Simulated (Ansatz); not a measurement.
BN, 2 atoms in the cell. It takes space group F-43m (No. 216, cubic). The conventional cell has a = 3.626 Å, b = 3.626 Å, c = 3.626 Å, α = 90.00°, β = 90.00°, γ = 90.00°. N (site symmetry -43m) has 4 B at 1.57 Å as nearest neighbours. B (site symmetry -43m) is surrounded by 4 N at 1.57 Å. The cell is a database's computed one.

| Item | Value |
| --- | --- |
| Program | Ansatz 0.2.0 |
| Task | relaxation of cell and atoms |
| Functional | revPBE |
| Potentials or basis | Ansatz PAW |
| Cutoff | 420 eV (not typed: the program's choice for these potentials) |
| k mesh | 13 × 13 × 13 |
| Occupations | fermi-dirac, width 0.05 eV |
| Spin | no spin polarisation |

Potentials or basis: Ansatz PAW.

Launch:

```console
$ ansatz run input.yaml --threads 2 --pin off --max-ram 5632MiB --backend cpu --events-out ev --progress --plain --runs-dir out
```

Hardware: 2 threads of Arm Neoverse V2 (shared host).

Task: How long does it take, and how much memory?

Result: Wall time 3.4 s on 2 threads of Arm Neoverse V2 (shared host), peak memory 0.27 GiB. Counts: scf iterations 26, plane waves 259, k points 84, bands 8, ion steps 6.
